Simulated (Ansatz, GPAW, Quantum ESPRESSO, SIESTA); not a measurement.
# Ge: programs and potentials compared

```xyz
4
Lattice="3.9976 0.0000 0.0000 -1.9988 3.4620 0.0000 0.0000 0.0000 6.5994" Properties=species:S:1:pos:R:3 pbc="T T T"
Ge    0.0000    2.3080    6.1843
Ge    1.9988    1.1540    2.8846
Ge    0.0000    2.3080    3.7148
Ge    1.9988    1.1540    0.4151
```

This isn't the form of Ge at room conditions, which is diamond.

Alike in all runs: task band structure; functional PBEsol; k mesh 8 × 8 × 4; occupations fermi-dirac, width 0.05 eV; no spin polarisation; no spin-orbit coupling. A missing gap at this level doesn't show that the real crystal is a metal. Pressure is positive in compression and, in plane waves, holds the error of the finite cutoff, which Ansatz's Pulay term estimates and takes out.

```tsv
program and potentials	plane-wave cutoff (eV)	notes	band gap (eV)	pressure (GPa)
GPAW, PAW data sets generated for this functional	600	4 valence electrons an atom on average	no gap	0.25
Quantum ESPRESSO, GBRV 1.5 PBEsol	612	14 valence electrons an atom on average	no gap	-0.27
SIESTA, files PseudoDojo sr-pbesol-0.4.1-standard, DZP (energy shift 0.003 Ry; two zetas on semicore shells)	-	atomic basis; 14 valence electrons an atom on average	no gap	1.26
Ansatz, all-electron LAPW, scalar-relativistic	-	-	no gap	-0.03
Quantum ESPRESSO, PseudoDojo 0.4.1 SR PBEsol standard	1061	14 valence electrons an atom on average	no gap	-0.04
Ansatz, PAW datasets made for the crystal	140	4 valence electrons an atom on average	no gap	-0.03
Quantum ESPRESSO, PseudoDojo 0.4 SR PBEsol stringent	1687	22 valence electrons an atom on average	no gap	-0.02
```

None finds a gap. The pressure spans -0.27 (Quantum ESPRESSO, GBRV 1.5 PBEsol) to 1.26 GPa (SIESTA, files PseudoDojo sr-pbesol-0.4.1-standard, DZP (energy shift 0.003 Ry; two zetas on semicore shells)), with all-electron results at -0.03. Rows in atomic bases carry the error of their basis and grid, which can be large.

Differences between rows come from potentials, basis sets and numerical settings, since the functional is the same but for its coding. Runs on potential files found faulty are left out.

The cell is hexagonal diamond (lonsdaleite-type) Ge, with the tetrahedral bonding of the cubic form but a different layer stacking. This polytype is known as a narrow direct-gap semiconductor, so the missing gap is an error of the semilocal functional. It places the s-like antibonding conduction state at the zone centre too low against the p-like valence top, and in Ge that separation is small enough to vanish.

The all-electron pressure of -0.03 GPa puts the cell close to its PBEsol equilibrium volume. The number of valence electrons doesn't order the deviations: Ansatz PAW with 4 per atom matches the all-electron value, while GBRV with 14 gives -0.27 GPa. Treating the d shell as core is therefore compatible with an accurate pressure here. The PseudoDojo standard potentials give -0.04 GPa in plane waves but 1.26 GPa in SIESTA, which points to the atomic basis or grid rather than the potential. A small mean pressure doesn't establish that the axial ratio is relaxed.
